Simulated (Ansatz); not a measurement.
# FeSi: the cost of one run

Computed with Ansatz 0.2.0 (DFT PBE, scalar-relativistic, plane waves, PAW, unless a step names another level, unless a step's input says otherwise).

1 further run of the same task is left out (set aside as unsound or not needed).

### 1 The structure to begin with

It takes space group P2_13 (No. 198, cubic). Conventional cell: a = 4.448 Å, b = 4.448 Å, c = 4.448 Å, α = 90.00°, β = 90.00°, γ = 90.00°. Fe (site symmetry 3) has 7 Si at 2.27 to 2.50 Å as nearest neighbours. Around Si (site symmetry 3) lie 7 Fe at 2.27 to 2.50 Å.

Coordinates:

```cif
data_structure
_symmetry_space_group_name_H-M 'P2_13'
_symmetry_Int_Tables_number 198
_cell_length_a 4.4480
_cell_length_b 4.4480
_cell_length_c 4.4480
_cell_angle_alpha 90.000
_cell_angle_beta 90.000
_cell_angle_gamma 90.000
_cell_volume 88.00
loop_
_atom_site_label
_atom_site_type_symbol
_atom_site_symmetry_multiplicity
_atom_site_Wyckoff_symbol
_atom_site_fract_x
_atom_site_fract_y
_atom_site_fract_z
_atom_site_occupancy
Fe1 Fe 4 a 0.13600 0.13600 0.13600 1
Si1 Si 4 a 0.84072 0.84072 0.84072 1
```

The cell was relaxed beforehand at this level, from a generated guess; it needn't be the stable form of this composition. At a tolerance of 0.02 Å it has space group P2_13 (No. 198); it has 11.00 Å³/atom, an uncorrected energy of -0.51 eV/atom over the elements.

### 2 Electronic structure at the relaxed geometry

input.yaml

```yaml
crystal:
  lattice:
    - [4.4480050182, 0.0, 0.0]
    - [0.0, 4.4480050182, 0.0]
    - [0.0, 0.0, 4.4480050182]
  atoms:
    - { symbol: Fe, position: [0.1359995434, 0.1359995434, 0.1359995434] }
    - { symbol: Fe, position: [0.3640004566, 0.8640004566, 0.6359995434] }
    - { symbol: Fe, position: [0.6359995434, 0.3640004566, 0.8640004566] }
    - { symbol: Fe, position: [0.8640004566, 0.6359995434, 0.3640004566] }
    - { symbol: Si, position: [0.8407167122, 0.8407167122, 0.8407167122] }
    - { symbol: Si, position: [0.6592832878, 0.1592832878, 0.3407167122] }
    - { symbol: Si, position: [0.3407167122, 0.6592832878, 0.1592832878] }
    - { symbol: Si, position: [0.1592832878, 0.3407167122, 0.6592832878] }
basis:
  ecutwfc: 420
kpoints:
  mp_grid: { grid: [8, 8, 8] }
  band_path:
    path:
      - [[0.0, 0.0, 0.0], [0.0, 0.5, 0.0], [0.5, 0.5, 0.0], [0.0, 0.0, 0.0], [0.5, 0.5, 0.5], [0.0, 0.5, 0.0]]
      - [[0.5, 0.5, 0.5], [0.5, 0.5, 0.0], [0.5, 0.0, 0.0]]
    npoints: 14
hamiltonian:
  xc: pbe
scf:
  occupations: { method: gaussian, width: 0.01 }
  n_extra_bands: 20
output:
  forces: true
  stress: true
  eigenvalues: true
  populations: true
  dos: { projected: true, de: 0.02, nscf_kmesh: { grid: [10, 10, 10] } }
  bader: true
  write_density: true
  write_potential: true
  elf: true
  volumetric_format: npy
```

Launch:

```console
ansatz run input.yaml --threads 1 --pin off --max-ram 2560MiB --backend cpu --events-out ev --progress --plain --runs-dir out
```

Q: Estimate wall time and peak memory on 1 thread of Arm Neoverse V1, shared host.

About 3.7 min, with a peak of 0.55 GiB.
